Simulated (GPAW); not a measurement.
# Si (P-1) in GPAW: reference runs

Reference runs on Si: the cell as given.

Program: GPAW 26.7.0. These are calculated values, not measurements. Logs are shortened: lines on timing, memory, paths and dates and some standing lists are left out, and cuts for length are marked. The log counts tension as positive stress, the text compression.

## (1) The cell of the first run

The typed cell holds 1 atom: a = 2.765 Å, b = 2.307 Å, c = 2.655 Å, α = 60.64°, β = 73.23°, γ = 67.05°.

This isn't the form of Si at room conditions, which is diamond.

## (2) Single point, PBE (cell sheared at random, sigma 0.1, atoms nudged by 0.01 Å)

Input file run.py:

```python
from ase import Atoms
from ase.dft.bandgap import bandgap
from ase.io import write
from ase.units import Bohr, GPa
from gpaw import GPAW, PW
from gpaw.elf import elf_from_dft_calculation

atoms = Atoms(['Si'],
              cell=[[-0.38151126, 1.90029787, 1.97204257],
                    [1.69609995, 0.02693978, 1.56359153],
                    [1.96855757, 1.76430445, -0.24551784]],
              scaled_positions=[[0.0, 0.0, 0.0]],
              pbc=True)

calc = GPAW(mode=PW(600),
            xc='PBE',
            kpts={'size': (10, 14, 11), 'gamma': True},
            occupations={'name': 'fermi-dirac', 'width': 0.05},
            nbands=8,
            convergence={'density': 1e-05, 'energy': 1e-05},
            maxiter=150,
            txt='gpaw.txt')
atoms.calc = calc
energy = atoms.get_potential_energy()
forces = atoms.get_forces()
stress = atoms.get_stress()
calc.write('gs.gpw')
write('result.traj', atoms)
print(f'Energy: {energy:.6f} eV')
print('Forces (eV/A):')
print(forces.round(4))
print('Stress (GPa):', (stress / GPa).round(3))
print('Fermi level:', round(calc.get_fermi_level(), 4), 'eV')
print(f'Gap: {bandgap(calc)[0]:.4f} eV, direct: {bandgap(calc, direct=True)[0]:.4f} eV')

# fields on the real-space grid
write('density.cube', atoms, data=calc.get_pseudo_density() * Bohr**3)
write('potential.cube', atoms, data=calc.get_electrostatic_potential())
write('elf.cube', atoms, data=elf_from_dft_calculation(calc).data)
```

Potentials or basis: GPAW PAW data sets (gpaw-data 1.2.1), pw.

On the command line:

```console
> OMP_NUM_THREADS=1 python run.py
```

gpaw.txt:

```text
__  _  _
 | _ |_)|_||  |
 |__||  | ||/\| - 26.7.0

Input parameters:
  mode=PW(ecut=600.0),
  convergence={'density': 1e-05, 'energy': 1e-05},
  kpts=MonkhorstPack(size=(10, 14, 11), gamma=True),
  maxiter=150,
  nbands=8,
  occupations=Occupations(name='fermi-dirac', width=0.05),
  xc=XC(name='PBE')

Diagonalizing LCAO Hamiltonian
Converting LCAO to pw mode

       Si

Atoms  # Å, Bohr magnetons
|   | symbol |        x |        y |        z |    initial magnetic moments |
|---|--------|----------|----------|----------|-----------------------------|
| 0 |     Si | 0.000000 | 0.000000 | 0.000000 | ( 0.0000,  0.0000,  0.0000) |

Unit cell  # Å
| periodic |         x |        y |         z |  lengths |    angles |
|----------|-----------|----------|-----------|----------|-----------|
|      yes | -0.381511 | 1.900298 |  1.972043 | 2.765074 | 60.644758 |
|      yes |  1.696100 | 0.026940 |  1.563592 | 2.307011 | 73.234578 |
|      yes |  1.968558 | 1.764304 | -0.245518 | 2.654857 | 67.047943 |

Number of symmetries: 2
Symmetry operations  # r_c * U_cc + t_c -> r_c
|   | kind |            matrix            |
|---|------|------------------------------|
| 0 |  E   |  1, 0, 0,  0, 1, 0,  0, 0, 1 |
| 1 |  i   | -1, 0, 0,  0,-1, 0,  0, 0,-1 |

BZ-sampling:
  Number of BZ points: 1540
  Number of IBZ points: 772

  Monkhorst-Pack size: [10, 14, 11]
  Monkhorst-Pack shift: [0.05, 0.03571428571428571, 0.0]

K-points  # in reciprocal-cell coordinates
|     |                                coordinates |     weight |
|-----|--------------------------------------------|------------|
|   0 | (  0.00000000,   0.00000000,   0.00000000) | 0.00064935 |
|   1 | (  0.00000000,   0.00000000,   0.09090909) | 0.00129870 |
|   2 | (  0.00000000,   0.00000000,   0.18181818) | 0.00129870 |
|   3 | (  0.00000000,   0.00000000,   0.27272727) | 0.00129870 |
|   4 | (  0.00000000,   0.00000000,   0.36363636) | 0.00129870 |
|   5 | (  0.00000000,   0.00000000,   0.45454545) | 0.00129870 |
|   6 | (  0.00000000,   0.07142857,  -0.45454545) | 0.00129870 |
|   7 | (  0.00000000,   0.07142857,  -0.36363636) | 0.00129870 |
|   8 | (  0.00000000,   0.07142857,  -0.27272727) | 0.00129870 |
|   9 | (  0.00000000,   0.07142857,  -0.18181818) | 0.00129870 |
| ... |                                            |            |
| 771 | (  0.50000000,   0.50000000,   0.45454545) | 0.00129870 |

Plane wave coefficients: 461
Cutoff: 600.0 eV

Spin-components: 1 (collinear spins)
Bands:           8
Projectors:      5
Spin-degeneracy: 2
Datatype:        complex128

Parallelization:
  kpt:    1
  domain: 1
  band:   1

Density:
  Valence electrons: 4.0
  Components: 1
  Grid points: [16 14 15]
  Charge: 0.0  # |e|

Potential:
  Grid points: [16 14 15]

species:
  Si:
    name:    Silicon
    Z:       14.0
    valence: 4
    core:    10
    charge:  0.0  # [|e|]
    compensation charges:
      type: gauss
      rc: 0.33  # [Å]
      lmax: 2
    cutoffs:
      filter: 1.86  # [Å]
      core: 2.06  # [Å]
    projectors
    | kind |    occ | energy [eV] | rcut [Å] |
    |------|--------|-------------|----------|
    |   3s |  2.000 |     -10.812 |    1.058 |
    |   3p |  2.000 |      -4.081 |    1.058 |
    |    s |        |      16.399 |    1.058 |
    |    p |        |      23.130 |    1.058 |
    |    d |        |       0.000 |    1.058 |

    Using partial waves for Si as LCAO basis

Reference energy: -7886.344250  # eV

eigensolver:
  PPCG
  Converge bands: occupied
  niter=2

density mixing:
  MSR1-Mixer
  Pratt-step length: 0.05
  Maximum mixing coefficient: 0.75
  Old densities: 10
  SVD Regularization: 0.005
  Good broyden scale: 1.0
  Trust region scale: 1.0
  Backstep threshold: 4.0
  History deletion threshold: 6.0
  Fourier metric: weight=20.0, sigma=0.015

occupation numbers:
  Fermi-Dirac:
    width: 0.0500  # eV

poisson solver:
  ecut: 4800.0  # eV

xc functional:
  name: PBE with 2 nearest neighbor stencil

convergence criteria:
- Maximum integral of absolute [dens]ity change: 1e-05 electrons / valence electron
- Maximum [total energy] change in last 3 cyles: 1e-05 eV / valence electron
- Maximum integral of absolute [eigenst]ate change: 4e-08 eV^2 / valence electron
maximum number of iterations: 150

SCF iterations
|iter     | |      energy | eigst |  dens |
|---------|-|-------------|-------|-------|
|iter:   1| |   -4.729236 | +0.11 |       |
|iter:   2| |   -4.729572 | -3.01 | -1.07 |
|iter:   3| |   -4.725269 | -3.00 | -1.10 |
|iter:   4| |   -4.725882 | -3.93 | -1.65 |
|iter:   5| |   -4.725892 | -5.52 | -2.52 |
|iter:   6| |   -4.725893c| -7.84c| -3.45 |
|iter:   7| |   -4.725893c| -8.48c| -3.87 |
|iter:   8| |   -4.725893c| -9.05c| -4.90 |
|iter:   9| |   -4.725893c|-10.69c| -6.00c|

Converged in 9 steps
Energy contributions relative to reference atoms: (reference = -7886.344250)

Energy contributions:
  Kinetic:           8.742938
  Coulomb:          -5.826900
  Zero:             -0.030715
  External:          0.000000
  Xc:               -7.609319
  Entropy:          -0.003795
  Spinorbit:         0.000000
  ----------------------------
  Free energy:      -4.727790
  Extrapolated:     -4.725893

dipole moment: (-7.153090, -8.042875, -7.168276)  # |e|*Ang

Fermi level: 10.226
Eigenvalues  # (at kpt = [0.000, 0.000, 0.000])
| band index |      eig [eV] | occ [0-2] |
|------------|---------------|-----------|
|          0 |        -4.927 |     2.000 |
|          1 |        16.010 |     0.000 |
|          2 |        17.116 |     0.000 |
|          3 |        20.562 |     0.000 |
|          4 |        21.194 |     0.000 |
|          5 |        28.062 |     0.000 |
|          6 |        28.844 |     0.000 |
|          7 |        30.563 |     0.000 |

No gap
No difference between direct/indirect transitions

Forces  # eV/Ang
|       x |       y |       z |
|---------|---------|---------|
| 0.00000 | 0.00000 | 0.00000 |  # Si   0

Stress tensor  # eV/Ang^3
|         x |         y |         z |
|-----------|-----------|-----------|
| -0.159211 | -0.031217 | -0.089844 |
| -0.031217 | -0.018214 |  0.045215 |
| -0.089844 |  0.045215 | -0.118903 |

# Writing to gs.gpw (mode='')
```

Run time: 49 s. Hardware: 1 thread of Arm Neoverse V1, shared host; peak memory 0.22 GiB.

What came out:

| Quantity | Value |
| --- | --- |
| Free energy | -4.7278 eV |
| Pressure | 15.8 GPa |
| Band gap on the k mesh | none (metal or under the smearing width) |

Caveat: so large a pressure means that the cell lies far from this level's equilibrium, or that cutoff or potentials fall short.
